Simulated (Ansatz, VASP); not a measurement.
Mo: VASP beside Ansatz

```
Mo
1.0
     1.50251    0.86748    2.07341
    -1.50251    0.86748    2.07341
     0.00000   -1.73495    2.07341
Mo
1
Direct
  0.50000 0.50000 0.50000
```

Alike in both runs: functional PBE; k mesh 24 × 24 × 24; occupations gaussian, width 0.1 eV; no spin polarisation.

Ansatz relaxed the structure, and its values are those at the end. VASP's run is a single point on that final structure, the one shown.

|  | VASP | Ansatz |
| --- | --- | --- |
| version | VASP 6.6.1 | Ansatz 0.2.0 |
| potentials or method | VASP PAW PBE potentials, release 64 (Mo_sv) | scalar-relativistic, plane waves, PAW |
| plane-wave cutoff (eV) | 520 | 420 |
| valence electrons in the cell | 14 | 14 |

VASP gave:

| Property | Result |
| --- | --- |
| gap on the k mesh at the Fermi level (eV) | none |
| pressure (GPa) | 0.5 |

Question: What did Ansatz give for the same quantities?

Answer: gap on the k mesh at the Fermi level (eV): none; pressure (GPa): 0.0.

A gap of «none» marks a metal or a gap that the smearing closes. With one functional, cell and mesh, what is left measures potentials, basis and numerics.
